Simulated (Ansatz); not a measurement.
# Copper, dhcp under PBE: structure, energy and stiffness, part 2 of 2

The plan for copper in the dhcp structure: relax it, solve it on a dense k-mesh, then scale the cell to 7 volumes from 88 to 112 % of the relaxed one and try a fit of the equation of state. Spin polarisation is left out. The k-meshes are 14×14×4 for the relaxation; 18×18×5 for the dense run; 16×16×5 for the volumes.

Ansatz 0.2.0; DFT, PBE, plane waves (420 eV) with PAW, scalar-relativistic. Earlier steps stand in the parts before.

## 6. At 96 % of the relaxed volume

File input.yaml:

```yaml
crystal:
  lattice:
    - [2.5327722394, 0.0, 0.0]
    - [-1.2663861197, 2.1934451013, 0.0]
    - [0.0, 0.0, 8.2716866618]
  atoms:
    - { symbol: Cu, position: [1.0, 0.0, 0.0] }
    - { symbol: Cu, position: [1.0, 1.0, 0.5] }
    - { symbol: Cu, position: [0.3333333333, 0.6666666667, 0.25] }
    - { symbol: Cu, position: [0.6666666667, 0.3333333333, 0.75] }
hamiltonian:
  xc: pbe
  pseudopotentials:
    kind: paw
    azcp:
      Cu: "pseudopotentials/Cu.paw.azcp"
basis:
  ecutwfc: 420
  fft_grid_basis: typed
kpoints:
  mp_grid: { grid: [16, 16, 5], shift: [0, 0, 0] }
magnetization:
  spin_polarized: false
scf:
  occupations: { method: fermi_dirac, width: 0.1 }
  lower_state_search: "off"
output:
  stress: true
```

On the command line:

```console
$ ansatz run input.yaml --threads 1 --pin off --max-ram 3584MiB --backend cpu --events-out ev --progress --plain --runs-dir out
```

Log, shortened:

```text
[...]
Pseudopotentials: kind: paw
Pseudopotential: Cu, paw, valence charge 19, recommended cutoff 420 eV (normal), <dir>
Functional definition: PBE
[...]
Crystal: 4 atoms, lattice volume = 45.953 Å³
Basis set: ecut = 420 eV, 909 PW (Γ)
Bands: 43, of which v1, the nominal top of the filled ones, is band 38 counted from 1 (37 counted from 0)
Symmetry: 24 space group operations
Space group: P63/mmc (ITA 194), of the structure as read, at distance tolerance 3.6e-5 Å
k-points: 90 of 1280
[...]
SCF iter   1: F=—  HF=-26500.662230 eV  |F-HF|=—  |Δ(HF+E_count)|=         —  Δρ=1.48e-3  dr2=6.78e-4  ethr=1.77e-3  ⟨swp⟩=4.6  Hψ=11436  notcnv=0
[...]
SCF iter   7: F=-26500.662769 eV  HF=-26500.662769 eV  |F-HF|=8.97e-9  |Δ(HF+E_count)|=   3.95e-8  Δρ=5.44e-6  dr2=1.88e-8  ethr=1.32e-10  ⟨swp⟩=4.0  Hψ=13817  notcnv=0
[...]
SCF converged after 7 iterations
Free energy (F): -26500.662769 eV
[...]
E sigma→0 (E₀):  -26500.640504 eV
Entropy (-TS):   -0.044531 eV (-11.133 meV/atom)
Fermi energy:    17.345185 eV
[...]
--- Stress (GPa, compression-positive) ---
        6.317185       0.000000       0.000000
       -0.000000       6.317185       0.000000
        0.000000       0.000000       6.417622
  P = ⅓ Tr σ = 6.3507 GPa (63.507 kbar)
```

Run time: 12 s. Hardware: 1 thread of Intel Xeon Platinum 8259CL at 2.50GHz (Skylake/Cascade Lake), shared host; peak memory 0.58 GiB.

## 7. At 100 % of the relaxed volume

input.yaml, as its differences from that of step 6:

```diff
@@ -2,5 +2,5 @@
   lattice:
-    - [2.5327722394, 0.0, 0.0]
-    - [-1.2663861197, 2.1934451013, 0.0]
-    - [0.0, 0.0, 8.2716866618]
+    - [2.5674720615, 0.0, 0.0]
+    - [-1.2837360307, 2.2234960287, 0.0]
+    - [0.0, 0.0, 8.3850115202]
   atoms:
```

On the command line:

```console
$ ansatz run input.yaml --threads 1 --pin off --max-ram 3584MiB --backend cpu --events-out ev --progress --plain --runs-dir out
```

Log, shortened:

```text
[...]
[... 3 set-up lines as earlier in the session ...]
[...]
Crystal: 4 atoms, lattice volume = 47.868 Å³
Basis set: ecut = 420 eV, 959 PW (Γ)
Bands: 43, of which v1, the nominal top of the filled ones, is band 38 counted from 1 (37 counted from 0)
[... 2 set-up lines as earlier in the session ...]
k-points: 90 of 1280
[...]
SCF iter   1: F=—  HF=-26500.698692 eV  |F-HF|=—  |Δ(HF+E_count)|=         —  Δρ=1.28e-3  dr2=4.62e-4  ethr=1.77e-3  ⟨swp⟩=4.7  Hψ=11441  notcnv=0
[...]
SCF iter   7: F=-26500.699233 eV  HF=-26500.699233 eV  |F-HF|=5.31e-10  |Δ(HF+E_count)|=   5.07e-8  Δρ=5.25e-6  dr2=1.26e-8  ethr=1.32e-10  ⟨swp⟩=3.1  Hψ=14994  notcnv=0
[...]
SCF converged after 7 iterations
Free energy (F): -26500.699233 eV
[...]
E sigma→0 (E₀):  -26500.676674 eV
Entropy (-TS):   -0.045119 eV (-11.280 meV/atom)
Fermi energy:    16.455032 eV
[...]
--- Stress (GPa, compression-positive) ---
       -0.019367       0.000000       0.000000
        0.000000      -0.019367      -0.000000
        0.000000      -0.000000       0.055018
  P = ⅓ Tr σ = 0.0054 GPa (0.054 kbar)
```

It took 12 s on 1 thread of Intel Xeon Platinum 8259CL at 2.50GHz (Skylake/Cascade Lake), shared host; peak memory 0.58 GiB.

## 8. At 104 % of the relaxed volume

input.yaml, as its differences from that of step 7:

```diff
@@ -2,5 +2,5 @@
   lattice:
-    - [2.5674720615, 0.0, 0.0]
-    - [-1.2837360307, 2.2234960287, 0.0]
-    - [0.0, 0.0, 8.3850115202]
+    - [2.6012584631, 0.0, 0.0]
+    - [-1.3006292316, 2.2527559109, 0.0]
+    - [0.0, 0.0, 8.4953532728]
   atoms:
@@ -28 +28,5 @@
   stress: true
+  write_density: true
+  write_potential: true
+  elf: true
+  volumetric_format: npy
```

On the command line:

```console
$ ansatz run input.yaml --threads 1 --pin off --max-ram 3584MiB --backend cpu --events-out ev --progress --plain --runs-dir out
```

Log, shortened:

```text
[...]
[... 3 set-up lines as earlier in the session ...]
[...]
Crystal: 4 atoms, lattice volume = 49.783 Å³
Basis set: ecut = 420 eV, 1019 PW (Γ)
Bands: 46, of which v1, the nominal top of the filled ones, is band 38 counted from 1 (37 counted from 0)
[... 1 set-up line as earlier in the session ...]
Space group: P63/mmc (ITA 194), of the structure as read, at distance tolerance 3.7e-5 Å
k-points: 90 of 1280
[...]
SCF iter   1: F=—  HF=-26500.667886 eV  |F-HF|=—  |Δ(HF+E_count)|=         —  Δρ=1.23e-3  dr2=4.26e-4  ethr=1.77e-3  ⟨swp⟩=5.2  Hψ=12912  notcnv=0  defer=106
[...]
SCF iter   7: F=-26500.668344 eV  HF=-26500.668344 eV  |F-HF|=1.48e-9  |Δ(HF+E_count)|=   4.28e-8  Δρ=4.59e-6  dr2=1.15e-8  ethr=1.32e-10  ⟨swp⟩=10.1  Hψ=29460  notcnv=0
[...]
SCF converged after 7 iterations
Free energy (F): -26500.668344 eV
[...]
E sigma→0 (E₀):  -26500.645502 eV
Entropy (-TS):   -0.045684 eV (-11.421 meV/atom)
Fermi energy:    15.635890 eV
[...]
--- Stress (GPa, compression-positive) ---
       -4.995902       0.000000       0.000000
        0.000000      -4.995902       0.000000
        0.000000       0.000000      -4.938113
  P = ⅓ Tr σ = -4.9766 GPa (-49.766 kbar)
--- Band table (eV; the first three rows and the last of 90) ---
[...]
```

It took 17 s on 1 thread of Intel Xeon Platinum 8259CL at 2.50GHz (Skylake/Cascade Lake), shared host; peak memory 0.6 GiB.

## 9. At 108 % of the relaxed volume

input.yaml, as its differences from that of step 8:

```diff
@@ -2,5 +2,5 @@
   lattice:
-    - [2.6012584631, 0.0, 0.0]
-    - [-1.3006292316, 2.2527559109, 0.0]
-    - [0.0, 0.0, 8.4953532728]
+    - [2.6341892813, 0.0, 0.0]
+    - [-1.3170946407, 2.281274836, 0.0]
+    - [0.0, 0.0, 8.6029008073]
   atoms:
@@ -28,5 +28 @@
   stress: true
-  write_density: true
-  write_potential: true
-  elf: true
-  volumetric_format: npy
```

On the command line:

```console
$ ansatz run input.yaml --threads 1 --pin off --max-ram 3584MiB --backend cpu --events-out ev --progress --plain --runs-dir out
```

Log, shortened:

```text
[...]
[... 3 set-up lines as earlier in the session ...]
[...]
Crystal: 4 atoms, lattice volume = 51.697 Å³
Basis set: ecut = 420 eV, 1031 PW (Γ)
Bands: 43, of which v1, the nominal top of the filled ones, is band 38 counted from 1 (37 counted from 0)
[... 2 set-up lines as earlier in the session ...]
k-points: 90 of 1280
[...]
SCF iter   1: F=—  HF=-26500.584247 eV  |F-HF|=—  |Δ(HF+E_count)|=         —  Δρ=1.35e-3  dr2=5.84e-4  ethr=1.77e-3  ⟨swp⟩=4.6  Hψ=11448  notcnv=0
[...]
SCF iter   7: F=-26500.584598 eV  HF=-26500.584598 eV  |F-HF|=1.82e-11  |Δ(HF+E_count)|=   5.03e-8  Δρ=5.50e-6  dr2=1.60e-8  ethr=1.32e-10  ⟨swp⟩=3.0  Hψ=15871  notcnv=0
[...]
SCF converged after 7 iterations
Free energy (F): -26500.584598 eV
[...]
E sigma→0 (E₀):  -26500.561492 eV
Entropy (-TS):   -0.046212 eV (-11.553 meV/atom)
Fermi energy:    14.879798 eV
[...]
--- Stress (GPa, compression-positive) ---
       -8.895040      -0.000000       0.000000
       -0.000000      -8.895040       0.000000
        0.000000       0.000000      -8.847690
  P = ⅓ Tr σ = -8.8793 GPa (-88.793 kbar)
```

Wall time 11 s (1 thread of Intel Xeon Platinum 8259CL at 2.50GHz (Skylake/Cascade Lake), shared host); peak memory 0.59 GiB.

## 10. At 112 % of the relaxed volume

input.yaml, as its differences from that of step 9:

```diff
@@ -2,5 +2,5 @@
   lattice:
-    - [2.6341892813, 0.0, 0.0]
-    - [-1.3170946407, 2.281274836, 0.0]
-    - [0.0, 0.0, 8.6029008073]
+    - [2.6663167072, 0.0, 0.0]
+    - [-1.3331583536, 2.3090980029, 0.0]
+    - [0.0, 0.0, 8.7078245725]
   atoms:
@@ -28 +28,5 @@
   stress: true
+  write_density: true
+  write_potential: true
+  elf: true
+  volumetric_format: npy
```

On the command line:

```console
$ ansatz run input.yaml --threads 1 --pin off --max-ram 3584MiB --backend cpu --events-out ev --progress --plain --runs-dir out
```

Log, shortened:

```text
[...]
[... 3 set-up lines as earlier in the session ...]
[...]
Crystal: 4 atoms, lattice volume = 53.612 Å³
Basis set: ecut = 420 eV, 1091 PW (Γ)
Bands: 46, of which v1, the nominal top of the filled ones, is band 38 counted from 1 (37 counted from 0)
[... 1 set-up line as earlier in the session ...]
Space group: P63/mmc (ITA 194), of the structure as read, at distance tolerance 3.8e-5 Å
k-points: 90 of 1280
[...]
SCF iter   1: F=—  HF=-26500.459332 eV  |F-HF|=—  |Δ(HF+E_count)|=         —  Δρ=1.56e-3  dr2=8.98e-4  ethr=1.77e-3  ⟨swp⟩=5.2  Hψ=13035  notcnv=0  defer=94
[...]
SCF iter   7: F=-26500.459551 eV  HF=-26500.459551 eV  |F-HF|=1.44e-8  |Δ(HF+E_count)|=   1.82e-8  Δρ=5.81e-6  dr2=2.55e-8  ethr=1.32e-10  ⟨swp⟩=10.1  Hψ=29391  notcnv=0
[...]
SCF converged after 7 iterations
Free energy (F): -26500.459551 eV
[...]
E sigma→0 (E₀):  -26500.436199 eV
Entropy (-TS):   -0.046704 eV (-11.676 meV/atom)
Fermi energy:    14.179913 eV
[...]
--- Stress (GPa, compression-positive) ---
      -11.935449      -0.000000       0.000000
       -0.000000     -11.935449      -0.000000
       -0.000000      -0.000000     -11.896977
  P = ⅓ Tr σ = -11.9226 GPa (-119.226 kbar)
--- Band table (eV; the first three rows and the last of 90) ---
[...]
```

Wall time 19 s (1 thread of Intel Xeon Platinum 8259CL at 2.50GHz (Skylake/Cascade Lake), shared host); peak memory 0.61 GiB.

## 11. Fitting the volumes

All volumes keep the relaxed shape and fractional coordinates.

```tsv
V (Å³/atom)	E − E₀ (meV/atom)	P from the stress (GPa)	P from the fit (GPa)
10.531	97.3	24.71	24.72
11.010	39.5	14.43	14.40
11.488	9.0	6.35	6.32
11.967	0.0	0.01	-0.02
12.446	7.8	-4.98	-4.99
12.924	28.8	-8.88	-8.90
13.403	60.1	-11.92	-11.96
```

Fit (Birch-Murnaghan, third order): V₀ = 11.966 Å³/atom, B₀ = 140 GPa, B₀′ = 5.0, largest residual 0.01 meV/atom.

## 12. Outcome

What follows sums up all 2 parts.

| quantity | value |
| --- | --- |
| space group (spins left aside) | P6_3/mmc (No. 194) |
| conventional cell | a = 2.567 Å, c = 8.385 Å (c/a = 3.266) |
| volume | 11.967 Å³/atom |
| shortest distance | 2.567 Å |
| gap on the mesh | none (levels filled in part) |
| relative to fcc | +6 meV/atom |
| V₀, B₀, B₀′ | 11.966 Å³/atom, 140 GPa, 5.0 |

**Reading.** From the guessed start the volume grew by 1.3 % in 4 steps. Against the reference form of copper (fcc, computed apart with the same settings) it stands 6 meV/atom higher. Levels at the Fermi energy are filled in part, as in a metal. B₀ comes out at 140 GPa; letting shape and positions relax at each volume could only lower it. The symmetry was held, so the structure may be unstable against distortions that break it.
